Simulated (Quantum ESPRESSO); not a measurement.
Crystal: InP.

```
In P
1.0
     0.00000    2.93050    2.93050
     2.93050    0.00000    2.93050
     2.93050    2.93050    0.00000
In P
1 1
Direct
  0.00000 0.00000 0.00000
  0.75000 0.75000 0.75000
```

| Quantity | Value |
| --- | --- |
| Program | Quantum ESPRESSO 7.5 |
| Task | phonons |
| Functional | PBEsol |
| Potentials or basis | PseudoDojo 0.4.1 SR PBEsol standard |
| Cutoff | 952 eV |
| Density cutoff | 3810 eV |
| k mesh | 8 × 8 × 8, shifted |
| Occupations | fermi-dirac, width 0.05 eV |
| Spin | no spin polarisation |
| Mixing beta | 0.5 |
| Most SCF iterations | 120 |
| SCF threshold | 4e-10 Ry |

The first run showed a gap, so the response started from a second, tighter run with fixed occupations.

**Question.** What is the highest optical frequency at the zone centre, leaving out the macroscopic field of polar modes?

**Answer.** 300 cm⁻¹, a mode of symmetry T2 (IR and Raman).

Optical modes at Γ, degenerate ones joined, polar ones without the macroscopic field:
```
cm⁻¹  components  symmetry     active in  IR intensity, summed ((D/Å)²/amu)
 300           3        T2  IR and Raman                              17.87
```

Caveat: the shifted mesh misses Γ, where the gap is smaller or closed, so treating the crystal as an insulator may be wrong and the dielectric response too small.
